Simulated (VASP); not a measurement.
# AgCl in VASP: further runs

The runs below take AgCl through electric field gradients, with PBE.

All numbers are computed with VASP 6.6.1; they aren't measurements. Logs are shortened: lines on timing, memory, paths and dates and some standing lists are left out, and cuts for length are marked.

**Measured values to compare with.**

A printed reference work, data compilation reports, for a bulk crystal of AgCl: band gap 3.249 eV (indirect).

How close the calculation comes is told below.

## 1. The cell of the first run

It takes space group Fm-3m (No. 225, cubic). Conventional cell: a = 5.546 Å, b = 5.546 Å, c = 5.546 Å, α = 90.00°, β = 90.00°, γ = 90.00°. Ag (site symmetry m-3m) has 6 Cl at 2.77 Å within 3.7 Å. Within 3.7 Å of Cl (site symmetry m-3m) lie 6 Ag at 2.77 Å.

## 2. Electric field gradients, PBE

The input, INCAR:

```
SYSTEM = AgCl
PREC     = Accurate       ! precision mode
ENCUT    = 520            ! plane-wave cutoff, eV
EDIFF    = 1E-8           ! SCF threshold, eV
ISMEAR   = -1             ! smearing method
SIGMA    = 0.02           ! smearing width, eV
LREAL    = .False.        ! projectors in reciprocal space
LASPH    = .True.         ! aspherical terms in the spheres
NELM     = 80             ! most SCF steps
ALGO     = Normal         ! electronic algorithm
ISIF     = 2              ! what is computed and relaxed
LWAVE    = .False.        ! write WAVECAR
LCHARG   = .False.        ! write CHGCAR
GGA      = PE             ! functional
LEFG     = .True.       
NBANDS   = 16             ! bands
```

The input, KPOINTS:

```
regular mesh
0
Gamma
  8 8 8
  0 0 0
```

The input, POSCAR:

```
AgCl
1.0
    0.0000000000      2.7731500000      2.7731500000
    2.7731500000      0.0000000000      2.7731500000
    2.7731500000      2.7731500000      0.0000000000
Ag Cl
1 1
Direct
    0.5000000000      0.5000000000      0.5000000000
    0.0000000000      0.0000000000      0.0000000000
```

Potentials or basis: VASP PAW PBE potentials, release 64 (Ag, Cl).

Started as:

```
$ cat potpaw_PBE.64/Ag/POTCAR potpaw_PBE.64/Cl/POTCAR > POTCAR
$ mpirun -np 1 vasp_std > vasp.out
```

OUTCAR:

```text
SYSTEM = AgCl
   PREC = Accurate
   ENCUT = 520
   EDIFF = 1E-8
   ISMEAR = -1
   LREAL = .False.
   LASPH = .True.
   NELM = 80
   ISIF = 2
   GGA = PE

 ion  position               nearest neighbor table
   1  0.500  0.500  0.500-   2 2.77   2 2.77   2 2.77   2 2.77   2 2.77   2 2.77
   2  0.000  0.000  0.000-   1 2.77   1 2.77   1 2.77   1 2.77   1 2.77   1 2.77

  LATTYP: Found a face centered cubic cell.
 ALAT       =     5.5463000000

  Lattice vectors:

 A1 = (   0.0000000000,   2.7731500000,   2.7731500000)
 A2 = (   2.7731500000,   0.0000000000,   2.7731500000)
 A3 = (   2.7731500000,   2.7731500000,   0.0000000000)

Analysis of symmetry for initial positions (statically):
=====================================================================
 Subroutine PRICEL returns:
 Original cell was already a primitive cell.

 Routine SETGRP: Setting up the symmetry group for a
 face centered cubic supercell.

 Subroutine GETGRP returns: Found 48 space group operations
 (whereof 48 operations were pure point group operations)
 out of a pool of 48 trial point group operations.

The static configuration has the point symmetry O_h .

Analysis of symmetry for dynamics (positions and initial velocities):
=====================================================================
 Subroutine PRICEL returns:
 Original cell was already a primitive cell.

 Routine SETGRP: Setting up the symmetry group for a
 face centered cubic supercell.

 Subroutine GETGRP returns: Found 48 space group operations
 (whereof 48 operations were pure point group operations)
 out of a pool of 48 trial point group operations.

The dynamic configuration has the point symmetry O_h .

 Subroutine INISYM returns: Found 48 space group operations
 (whereof 48 operations are pure point group operations),
 and found     1 'primitive' translations

----------------------------------------------------------------------------------------

                                     Primitive cell

  volume of cell :      42.6530

  direct lattice vectors                    reciprocal lattice vectors
     0.000000000  2.773150000  2.773150000    -0.180300380  0.180300380  0.180300380
     2.773150000  0.000000000  2.773150000     0.180300380 -0.180300380  0.180300380
     2.773150000  2.773150000  0.000000000     0.180300380  0.180300380 -0.180300380

  length of vectors
     3.921826340  3.921826340  3.921826340     0.312289420  0.312289420  0.312289420

  position of ions in fractional coordinates (direct lattice)
     0.500000000  0.500000000  0.500000000
     0.000000000  0.000000000  0.000000000

  ion indices of the primitive-cell ions
   primitive index   ion index
                 1           1
                 2           2

----------------------------------------------------------------------------------------

 KPOINTS: regular mesh

Automatic generation of k-mesh.
 Grid dimensions read from file:
 generate k-points for:    8    8    8

 Generating k-lattice:

  Cartesian coordinates                     Fractional coordinates (reciprocal lattice)
    -0.022537548  0.022537548  0.022537548     0.125000000  0.000000000  0.000000000
     0.022537548 -0.022537548  0.022537548     0.000000000  0.125000000  0.000000000
     0.022537548  0.022537548 -0.022537548     0.000000000  0.000000000  0.125000000

  Length of vectors
     0.039036177  0.039036177  0.039036177

  Shift w.r.t. Gamma in fractional coordinates (k-lattice)
     0.000000000  0.000000000  0.000000000

 Subroutine IBZKPT returns following result:
 ===========================================

 Found     29 irreducible k-points:

 Following reciprocal coordinates:
            Coordinates               Weight
  0.000000  0.000000  0.000000      1.000000
  0.125000  0.000000  0.000000      8.000000
  0.250000  0.000000  0.000000      8.000000
  0.375000  0.000000  0.000000      8.000000
  0.500000  0.000000  0.000000      4.000000
  0.125000  0.125000  0.000000      6.000000
[... 16 lines left out ...]
  0.500000  0.250000  0.125000     48.000000
 -0.375000  0.250000  0.125000     24.000000
 [... further k-points ...]
   k-points           NKPTS =     29   k-points in BZ     NKDIM =     29   number of bands    NBANDS=     16
   number of dos      NEDOS =    301   number of ions     NIONS =      2
   total plane-waves  NPLWV =  27000
   dimension x,y,z NGX =    30 NGY =   30 NGZ =   30
   dimension x,y,z NGXF=    60 NGYF=   60 NGZF=   60
   ions per type =               1   1
   NGX,Y,Z   is equivalent  to a cutoff of  12.72, 12.72, 12.72 a.u.
   NGXF,Y,Z  is equivalent  to a cutoff of  25.43, 25.43, 25.43 a.u.
 SYSTEM =  AgCl
   PREC   = accura    normal or accurate (medium, high low for compatibility)
   ISTART =      0    job   : 0-new  1-cont  2-samecut
   ICHARG =      2    charge: 1-file 2-atom 10-const
   ISPIN  =      1    spin polarized calculation?
   LNONCOLLINEAR =      F non collinear calculations
   LSORBIT =      F    spin-orbit coupling
   LASPH  =      T    aspherical Exc in radial PAW
   ENCUT  =  520.0 eV  38.22 Ry    6.18 a.u.   7.29  7.29  7.29*2*pi/ulx,y,z
   NELM   =     80;   NELMIN=  2; NELMDL= -5     # of ELM steps
   EDIFF  = 0.1E-07   stopping-criterion for ELM
   LREAL  =      F    real-space projection
   EDIFFG = 0.1E-06   stopping-criterion for IOM
   NSW    =      0    number of steps for IOM
   IBRION =     -1    ionic relax: 0-MD 1-quasi-New 2-CG
   NFREE  =      0    steps in history (QN), initial steepest desc. (CG)
   ISIF   =      2    stress and relaxation
   ISYM   =      2    0-nonsym 1-usesym 2-fastsym
   POTIM  = 0.5000    time-step for ionic-motion
   TEBEG  =    0.0;   TEEND  =   0.0 temperature during run
   PSTRESS=    0.0 pullay stress
   NELECT =      18.0000    total number of electrons
   NUPDOWN=      -1.0000    fix difference up-down
   EMIN   =  10.00;   EMAX   =-10.00  energy-range for DOS
   EFERMI =   0.00;   METHOD = LEGACY
   ISMEAR =    -1;   SIGMA  =   0.02  broadening in eV -4-tet -1-fermi 0-gaus
   EFERMI_NEDOS =   21; number of points for ismear=-14 and -15
   IALGO  =     38    algorithm
   IMIX   =      4    mixing-type and parameters
     AMIX     =   0.40;   BMIX     =  1.00
     AMIX_MAG =   1.60;   BMIX_MAG =  1.00
  volume/ion in A,a.u.               =      21.33       143.92
  Fermi-wavevector in a.u.,A,eV,Ry     =   1.227955  2.320498 20.515850  1.507872
  Thomas-Fermi vector in A             =   2.362898
   LORBIT       =      0    0 simple, 1 ext, 2 COOP (PROOUT), +10 PAW based schemes
   GGA     = PE    functional components
   LHFCALC =     F    Hartree Fock is set to
   AEXX    =    0.0000 exact exchange contribution
   IVDW    =     0    specifies the selected vdW correction
   LEPSILON=     F    determine dielectric tensor
   LRPA    =     F    only Hartree local field effects (RPA)
 non-spin polarized calculation
  energy-cutoff  :      520.00
  volume of cell :       42.65
 maximum number of plane-waves:      1174
 NGX is ok and might be reduce to    30
   NGX = 15   NGY = 15   NGZ = 15

 number of electron      18.0000005 magnetization

 Free energy of the ion-electron system (eV)
  ---------------------------------------------------
  ext. energy  EPLUGINS =         0.00000000
  ---------------------------------------------------
  free energy    TOTEN  =        -5.39442826 eV

  energy without entropy =       -5.39442826  energy(sigma->0) =       -5.39442826

 E-fermi :   4.2873     XC(G=0):  -9.9652

 val. band max:        3.8172195474   @ k =   0.5000   0.0000   0.0000
 cond. band min:       4.7262552202   @ k =   0.0000   0.0000   0.0000
 fundamental gap:      0.9090356728
 Fermi energy:         4.2872716380

 k-point     1 :       0.0000    0.0000    0.0000
  band No.  band energies     occupation
      1     -11.3312      2.00000
      2       1.3782      2.00000
      3       1.3782      2.00000
      4       1.3782      2.00000
      5       1.4192      2.00000
      6       1.4192      2.00000
[... 8 lines left out ...]
     15      17.1342      0.00000
     16      17.1342      0.00000

 k-point     2 :       0.1250    0.0000    0.0000
  band No.  band energies     occupation
      1     -11.2713      2.00000
      2       0.6672      2.00000
      3       0.7262      2.00000
      4       0.7262      2.00000
      5       1.4326      2.00000
      6       1.4326      2.00000
[... 8 lines left out ...]
     15      15.8604      0.00000
     16      16.5626      0.00000
[... 387 lines left out ...]
      5       1.5906      2.00000
      6       1.7528      2.00000
[... 8 lines left out ...]
     15      18.1887      0.00000
     16      18.9743      0.00000

 k-point    24 :      -0.3750    0.2500    0.1250
  band No.  band energies     occupation
      1     -10.8658      2.00000
      2      -1.0060      2.00000
      3      -0.2681      2.00000
      4      -0.2236      2.00000
      5       1.6794      2.00000
      6       1.7468      2.00000
[... 8 lines left out ...]
     15      17.3236      0.00000
     16      18.7798      0.00000

 [... further k-points ...]
[... 5 lines left out ...]
  --------------------------------------------------------------------------------------
  -------------------------------------------------------------------------------------
  Total        0.3925681      0.3925681      0.3925681      0.0000000     -0.0000000      0.0000000
  in kB       14.7460420     14.7460420     14.7460420      0.0000000     -0.0000000      0.0000000
  external PRESSURE =      14.7460420 kB  Pullay stress =       0.0000000 kB

 VOLUME and BASIS-vectors are now :
 -----------------------------------------------------------------------------
  energy-cutoff  :      520.00
  volume of cell :       42.65
      direct lattice vectors                 reciprocal lattice vectors
     0.000000000  2.773150000  2.773150000    -0.180300380  0.180300380  0.180300380
     2.773150000  0.000000000  2.773150000     0.180300380 -0.180300380  0.180300380
     2.773150000  2.773150000  0.000000000     0.180300380  0.180300380 -0.180300380

 POSITION                                       TOTAL-FORCE (eV/Angst)
 -----------------------------------------------------------------------------------
      2.77315      2.77315      2.77315         0.000000     -0.000000      0.000000
      0.00000      0.00000      0.00000        -0.000000      0.000000     -0.000000
 -----------------------------------------------------------------------------------
    total drift:                                0.000000      0.000000      0.000000

  FREE ENERGIE OF THE ION-ELECTRON SYSTEM (eV)
  ---------------------------------------------------
  free  energy   TOTEN  =        -5.3944282635 eV

  energy  without entropy=       -5.3944282635  energy(sigma->0) =       -5.39442826

 Electric field gradients (V/A^2)
---------------------------------------------------------------------
 ion       V_xx      V_yy      V_zz      V_xy      V_xz      V_yz
---------------------------------------------------------------------
   1       0.000    -0.000     0.000    -0.000    -0.000    -0.000
   2      -0.000     0.000     0.000    -0.000    -0.000    -0.000
---------------------------------------------------------------------

 Electric field gradients after diagonalization (V/A^2)
 (convention: |V_zz| > |V_xx| > |V_yy|)
----------------------------------------------------------------------
 ion       V_xx      V_yy      V_zz     asymmetry (V_yy - V_xx)/ V_zz
----------------------------------------------------------------------
   1       0.000     0.000    -0.001       0.000
   2       0.000     0.000    -0.001       0.000
----------------------------------------------------------------------

           NMR quadrupolar parameters

 Cq : quadrupolar parameter    Cq=e*Q*V_zz/h
 eta: asymmetry parameters     (V_yy - V_xx)/ V_zz
 Q  : nuclear electric quadrupole moment in mb (millibarn)
----------------------------------------------------------------------
 ion       Cq(MHz)       eta       Q (mb)
----------------------------------------------------------------------
   1      -0.000       0.000       1.000
   2      -0.000       0.000       1.000
----------------------------------------------------------------------
```

Wall time 9.8 s (1 thread of Intel Xeon 6975P-C (Granite Rapids), shared host); peak memory 0.16 GiB.

Results:

- Free energy: -5.3944 eV
- Pressure: 1.5 GPa
- Band gap on the k mesh: 0.91 eV, indirect (least direct gap 3.18 eV)

Caveat: without QUAD_EFG the Cq values of the log hold for a quadrupole moment of 1 mb, not for the nuclei.

(Part 1 of 3 ends here.)
